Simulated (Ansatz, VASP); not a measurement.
# Two plane-wave programs on Ge

```
CELL_PARAMETERS angstrom
2.80098 0.00000 0.00000
0.00000 2.80098 0.00000
0.00000 0.00000 2.80098
ATOMIC_POSITIONS crystal
Ge 0.00000 0.00000 0.00000
```

Alike in both runs: task single point; functional revPBE; k mesh 13 × 13 × 13; occupations fermi-dirac, width 0.1 eV; no spin polarisation.

|  | VASP | Ansatz |
| --- | --- | --- |
| version | VASP 6.6.1 | Ansatz 0.2.0 |
| potentials or method | VASP PAW PBE potentials, release 64 (Ge_d) | plane waves (420 eV) with PAW, scalar-relativistic |
| plane-wave cutoff (eV) | 520 | 420 |
| valence electrons in the cell | 14 | 14 |

|  | VASP | Ansatz | Ansatz less VASP |
| --- | --- | --- | --- |
| pressure (GPa) | -4.3 | -4.2 | +0.15 |

Caveats: the PAW data sets were made with another functional, which shifts forces and pressure a little (VASP).
